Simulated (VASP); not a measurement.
# C in VASP: a series of runs

Runs on C. Level: r2SCAN. Tasks: single point.

Everything below comes from runs of VASP 6.6.1. Logs are shortened: lines on timing, memory, paths and dates and some standing lists are left out, and cuts for length are marked.

**1. Starting point**

The cell holds a slab with vacuum, 2 atoms: a = 2.456 Å, b = 2.456 Å, c = 8.524 Å, α = 90.00°, β = 90.00°, γ = 120.00°.

The slab is cut from a database's or a generator's crystal, which needn't be the stable form of the element.

**2. Single point, r2SCAN**

INCAR reads:

```
SYSTEM = C
PREC     = Accurate       ! precision mode
ENCUT    = 400            ! plane-wave cutoff, eV
EDIFF    = 0.001          ! SCF threshold, eV
ISMEAR   = 0              ! smearing method
SIGMA    = 0.05           ! smearing width, eV
LREAL    = .FALSE.        ! projectors in reciprocal space
LASPH    = .TRUE.         ! aspherical terms in the spheres
NELM     = 100            ! most SCF steps
ALGO     = Normal         ! electronic algorithm
ISIF     = 2              ! what is computed and relaxed
LWAVE    = .FALSE.        ! write WAVECAR
LCHARG   = .FALSE.        ! write CHGCAR
METAGGA  = R2SCAN         ! meta-GGA
LMIXTAU  = .TRUE.       
ADDGRID  = .FALSE.
```

KPOINTS reads:

```
regular mesh
0
G
  7 7 2
  0 0 0
```

POSCAR reads:

```
C
1.0
    2.4561701622      0.0000000000      0.0000000000
   -1.2280850811      2.1271057565      0.0000000000
    0.0000000000      0.0000000000      8.5238033600
C
2
Direct
    0.6666666667      0.3333333333      0.0000000000
    0.3333333333      0.6666666667      0.0000000000
```

Potentials or basis: VASP PAW PBE potentials, release 64 (C).

Run with:

```bash
cat potpaw_PBE.64/C/POTCAR > POTCAR
mpirun -np 1 vasp_std > vasp.out
```

OUTCAR:

```text
SYSTEM = C
   PREC = Accurate
   ENCUT = 400
   EDIFF = 0.001
   ISMEAR = 0
   LREAL = .FALSE.
   LASPH = .TRUE.
   NELM = 100
   ISIF = 2
   METAGGA = R2SCAN

 Found     16 irreducible k-points:

 Following reciprocal coordinates:
            Coordinates               Weight
  0.000000  0.000000  0.000000      1.000000
  0.142857  0.000000  0.000000      6.000000
  0.285714  0.000000  0.000000      6.000000
  0.428571 -0.000000  0.000000      6.000000
  0.142857  0.142857  0.000000      6.000000
  0.285714  0.142857  0.000000     12.000000
   k-points           NKPTS =     16   k-points in BZ     NKDIM =     16   number of bands    NBANDS=      8
   number of dos      NEDOS =    301   number of ions     NIONS =      2
   total plane-waves  NPLWV =  14336
   dimension x,y,z NGX =    16 NGY =   16 NGZ =   56
   dimension x,y,z NGXF=    32 NGYF=   32 NGZF=  112
   ions per type =               2
   NGX,Y,Z   is equivalent  to a cutoff of  10.83, 10.83, 10.92 a.u.
   NGXF,Y,Z  is equivalent  to a cutoff of  21.66, 21.66, 21.84 a.u.
 SYSTEM =  C
   PREC   = accura    normal or accurate (medium, high low for compatibility)
   ISTART =      0    job   : 0-new  1-cont  2-samecut
   ICHARG =      2    charge: 1-file 2-atom 10-const
   ISPIN  =      1    spin polarized calculation?
   LNONCOLLINEAR =      F non collinear calculations
   LSORBIT =      F    spin-orbit coupling
   LASPH  =      T    aspherical Exc in radial PAW
   ENCUT  =  400.0 eV  29.40 Ry    5.42 a.u.   4.01  4.01 13.90*2*pi/ulx,y,z
   NELM   =    100;   NELMIN=  2; NELMDL= -5     # of ELM steps
   EDIFF  = 0.1E-02   stopping-criterion for ELM
   LREAL  =      F    real-space projection
   EDIFFG = 0.1E-01   stopping-criterion for IOM
   NSW    =      0    number of steps for IOM
   IBRION =     -1    ionic relax: 0-MD 1-quasi-New 2-CG
   NFREE  =      0    steps in history (QN), initial steepest desc. (CG)
   ISIF   =      2    stress and relaxation
   ISYM   =      2    0-nonsym 1-usesym 2-fastsym
   POTIM  = 0.5000    time-step for ionic-motion
   TEBEG  =    0.0;   TEEND  =   0.0 temperature during run
   PSTRESS=    0.0 pullay stress
   NELECT =       8.0000    total number of electrons
   NUPDOWN=      -1.0000    fix difference up-down
   EMIN   =  10.00;   EMAX   =-10.00  energy-range for DOS
   EFERMI =   0.00;   METHOD = LEGACY
   ISMEAR =     0;   SIGMA  =   0.05  broadening in eV -4-tet -1-fermi 0-gaus
   EFERMI_NEDOS =   21; number of points for ismear=-14 and -15
   IALGO  =     38    algorithm
   IMIX   =      4    mixing-type and parameters
     AMIX     =   0.40;   BMIX     =  1.00
     AMIX_MAG =   1.60;   BMIX_MAG =  1.00
  volume/ion in A,a.u.               =      22.27       150.26
  Fermi-wavevector in a.u.,A,eV,Ry     =   0.923729  1.745594 11.609511  0.853275
  Thomas-Fermi vector in A             =   2.049397
   LORBIT       =      0    0 simple, 1 ext, 2 COOP (PROOUT), +10 PAW based schemes
   METAGGA = R2SCAN    functional components
   LHFCALC =     F    Hartree Fock is set to
   AEXX    =    0.0000 exact exchange contribution
   IVDW    =     0    specifies the selected vdW correction
   LEPSILON=     F    determine dielectric tensor
   LRPA    =     F    only Hartree local field effects (RPA)
 non-spin polarized calculation
 Gauss-broadening in eV      SIGMA  =   0.05
  energy-cutoff  :      400.00
  volume of cell :       44.53
 maximum number of plane-waves:       828
   NGX =  9   NGY =  9   NGZ = 27

 number of electron       8.0000002 magnetization

 Free energy of the ion-electron system (eV)
  ---------------------------------------------------
  ext. energy  EPLUGINS =         0.00000000
  ---------------------------------------------------
  free energy    TOTEN  =       -19.87797842 eV

  energy without entropy =      -19.87797842  energy(sigma->0) =      -19.87797842

 E-fermi :  -2.1138     XC(G=0):  -5.1567

 val. band max:       -2.3323572735   @ k =   0.2857   0.2857   0.0000
 cond. band min:       0.8973275634   @ k =   0.2857   0.2857   0.5000
 fundamental gap:      3.2296848369
 Fermi energy:        -2.1138225185

 k-point     1 :       0.0000    0.0000    0.0000
  band No.  band energies     occupation
      1     -21.5924      2.00000
      2      -8.8591      2.00000
      3      -3.9506      2.00000
      4      -3.9504      2.00000
      5       2.5416      0.00000
      6       5.0178      0.00000
      7       6.4357      0.00000
      8       8.0227      0.00000

 k-point     2 :       0.1429    0.0000    0.0000
  band No.  band energies     occupation
      1     -21.0804      2.00000
      2      -8.2494      2.00000
      3      -5.8488      2.00000
      4      -4.9007      2.00000
      5       3.2121      0.00000
      6       5.6724      0.00000
      7       7.0669      0.00000
      8       8.1239      0.00000

 k-point     3 :       0.2857    0.0000    0.0000
  band No.  band energies     occupation
      1     -19.5627      2.00000
      2      -9.6917      2.00000
      3      -6.4770      2.00000
      4      -6.4738      2.00000
      5       5.2204      0.00000
      6       6.0267      0.00000
      7       7.5665      0.00000
      8       7.6837      0.00000

 k-point     4 :       0.4286   -0.0000    0.0000
  band No.  band energies     occupation
      1     -17.1367      2.00000
      2     -13.5666      2.00000
      3      -7.4434      2.00000
      4      -3.9521      2.00000
      5       2.0020      0.00000
      6       7.0969      0.00000
      7       8.5701      0.00000
      8      10.8319      0.00000

 k-point     5 :       0.1429    0.1429    0.0000
  band No.  band energies     occupation
      1     -20.0655      2.00000
      2      -8.1118      2.00000
      3      -7.0541      2.00000
      4      -6.7771      2.00000
      5       4.5538      0.00000
      6       6.9641      0.00000
      7       7.3668      0.00000
      8       8.3585      0.00000

 k-point     6 :       0.2857    0.1429    0.0000
  band No.  band energies     occupation
      1     -18.0834      2.00000
      2     -11.5197      2.00000
      3      -8.5087      2.00000
      4      -4.8106      2.00000
      5       3.5954      0.00000
      6       7.2251      0.00000
      7       9.3823      0.00000
      8       9.4486      0.00000

 [... further k-points ...]

------------------------ aborting loop because EDIFF is reached ----------------------------------------

  FORCE on cell =-STRESS in cart. coord.  units (eV):
  Direction    XX          YY          ZZ          XY          YZ          ZX
  --------------------------------------------------------------------------------------
  -------------------------------------------------------------------------------------
  Total       -0.1124729     -0.1124729     -0.2312477      0.0000000      0.0000000     -0.0000000
  in kB       -4.0464818     -4.0464818     -8.3196896      0.0000000      0.0000000     -0.0000000
  external PRESSURE =      -5.4708844 kB  Pullay stress =       0.0000000 kB

 VOLUME and BASIS-vectors are now :
 -----------------------------------------------------------------------------
  energy-cutoff  :      400.00
  volume of cell :       44.53
      direct lattice vectors                 reciprocal lattice vectors
     2.456170162  0.000000000  0.000000000     0.407137916  0.235061185  0.000000000
    -1.228085081  2.127105756  0.000000000     0.000000000  0.470122370  0.000000000
     0.000000000  0.000000000  8.523803360     0.000000000  0.000000000  0.117318521

 POSITION                                       TOTAL-FORCE (eV/Angst)
 -----------------------------------------------------------------------------------
      1.22809      0.70904      0.00000         0.000000     -0.000000      0.000000
     -0.00000      1.41807      0.00000        -0.000000      0.000000      0.000000
 -----------------------------------------------------------------------------------
    total drift:                               -0.000000      0.000000     -0.000000

  FREE ENERGIE OF THE ION-ELECTRON SYSTEM (eV)
  ---------------------------------------------------
  free  energy   TOTEN  =       -19.8779784197 eV

  energy  without entropy=      -19.8779784197  energy(sigma->0) =      -19.87797842
```

It took 7 s on 1 thread of Intel Xeon 6975P-C (Granite Rapids), shared host; peak memory 0.13 GiB.

These settings aren't checked as converged: the numbers below hold their error.

Results:

- Free energy: -19.8780 eV
- Band gap on the k mesh: 3.23 eV, direct

Caveat: the k mesh is coarse (spacing up to 0.42 Å⁻¹), so the values aren't converged; the cutoff is under 1.25 times the usual one of these potentials, so pressure, stress and relaxed cells hold a basis-set (Pulay) error; the PAW data sets were made with another functional, which shifts forces and pressure a little.

**3. Single point, r2SCAN**

INCAR, as its differences from that of step 2:

```diff
@@ -3,3 +3,3 @@
 ENCUT    = 400            ! plane-wave cutoff, eV
-EDIFF    = 0.001          ! SCF threshold, eV
+EDIFF    = 1E-4           ! SCF threshold, eV
 ISMEAR   = 0              ! smearing method
```

KPOINTS is that of step 2.

POSCAR is that of step 2.

Potentials or basis: VASP PAW PBE potentials, release 64 (C).

Run with:

```bash
cat potpaw_PBE.64/C/POTCAR > POTCAR
mpirun -np 1 vasp_std > vasp.out
```

Wall time 7.5 s (1 thread of Intel Xeon 6975P-C (Granite Rapids), shared host); peak memory 0.13 GiB.

The run converged, but some of its settings lie outside the range that counts as converged, so its numbers aren't taken as properties of the slab.

What came out:

| Item | Value |
| --- | --- |
| Free energy | -19.8779 eV |
| Band gap on the k mesh | 3.23 eV, direct |

Caveat: the k mesh is coarse (spacing up to 0.42 Å⁻¹), so the values aren't converged; the cutoff is under 1.25 times the usual one of these potentials, so pressure, stress and relaxed cells hold a basis-set (Pulay) error; the PAW data sets were made with another functional, which shifts forces and pressure a little.

**4. Single point, r2SCAN**

INCAR, as its differences from that of step 3:

```diff
@@ -3,3 +3,3 @@
 ENCUT    = 400            ! plane-wave cutoff, eV
-EDIFF    = 1E-4           ! SCF threshold, eV
+EDIFF    = 1E-5           ! SCF threshold, eV
 ISMEAR   = 0              ! smearing method
```

KPOINTS is that of step 3.

POSCAR is that of step 3.

Run with:

```bash
cat potpaw_PBE.64/C/POTCAR > POTCAR
mpirun -np 1 vasp_std > vasp.out
```

Wall time 9.1 s (1 thread of Intel Xeon 6975P-C (Granite Rapids), shared host); peak memory 0.13 GiB.

The run converged, but some of its settings lie outside the range that counts as converged, so its numbers aren't taken as properties of the slab.

Results:

| Item | Value |
| --- | --- |
| Free energy | -19.8783 eV |
| Band gap on the k mesh | 3.23 eV, direct |

Caveat: the k mesh is coarse (spacing up to 0.42 Å⁻¹), so the values aren't converged; the cutoff is under 1.25 times the usual one of these potentials, so pressure, stress and relaxed cells hold a basis-set (Pulay) error; the PAW data sets were made with another functional, which shifts forces and pressure a little.

**5. Single point, r2SCAN**

INCAR, as its differences from that of step 4:

```diff
@@ -3,3 +3,3 @@
 ENCUT    = 400            ! plane-wave cutoff, eV
-EDIFF    = 1E-5           ! SCF threshold, eV
+EDIFF    = 1E-6           ! SCF threshold, eV
 ISMEAR   = 0              ! smearing method
```

KPOINTS is that of step 4.

POSCAR is that of step 4.

Run with:

```bash
cat potpaw_PBE.64/C/POTCAR > POTCAR
mpirun -np 1 vasp_std > vasp.out
```

Wall time 10 s (1 thread of Intel Xeon 6975P-C (Granite Rapids), shared host); peak memory 0.13 GiB.

These settings aren't checked as converged: the numbers below hold their error.

What came out:

| Property | Result |
| --- | --- |
| Free energy | -19.8783 eV |
| Band gap on the k mesh | 3.23 eV, direct |

Caveat: the k mesh is coarse (spacing up to 0.42 Å⁻¹), so the values aren't converged; the cutoff is under 1.25 times the usual one of these potentials, so pressure, stress and relaxed cells hold a basis-set (Pulay) error; the PAW data sets were made with another functional, which shifts forces and pressure a little.
